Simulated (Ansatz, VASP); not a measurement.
AlN: VASP beside Ansatz

```
Al N
1.0
     3.09860    0.00000    0.00000
    -1.54930    2.68347    0.00000
     0.00000    0.00000    4.61560
Al N
2 2
Direct
  0.33333 0.66667 0.99157
  0.66667 0.33333 0.49157
  0.33333 0.66667 0.39343
  0.66667 0.33333 0.89343
```

Alike in both runs: functional PBE; k mesh 9 × 9 × 6; occupations gaussian, width 0.05 eV; no spin polarisation.

Ansatz relaxed the structure, and its values are those at the end. VASP's run is a single point on that final structure, the one shown.

|  | VASP | Ansatz |
| --- | --- | --- |
| version | VASP 6.6.1 | Ansatz 0.2.0 |
| potentials or method | VASP PAW PBE potentials, release 64 (Al, N) | scalar-relativistic, plane waves, PAW |
| plane-wave cutoff (eV) | 520 | 520 |
| valence electrons in the cell | 16 | 16 |

```tsv
	VASP	Ansatz	Ansatz less VASP
gap on the k mesh at the Fermi level (eV)	4.43	4.41	-0.014
least direct gap on the mesh (eV)	4.43	4.41	-0.014
pressure (GPa)	22.1	22.2	+0.14
```

Ansatz warned: «stress_scf_threshold_loose».

Caveats: so large a pressure means that the cell lies far from this level's equilibrium, or that cutoff or potentials fall short (VASP); an odd mesh through Γ misses points on the zone boundary, where band edges often lie.
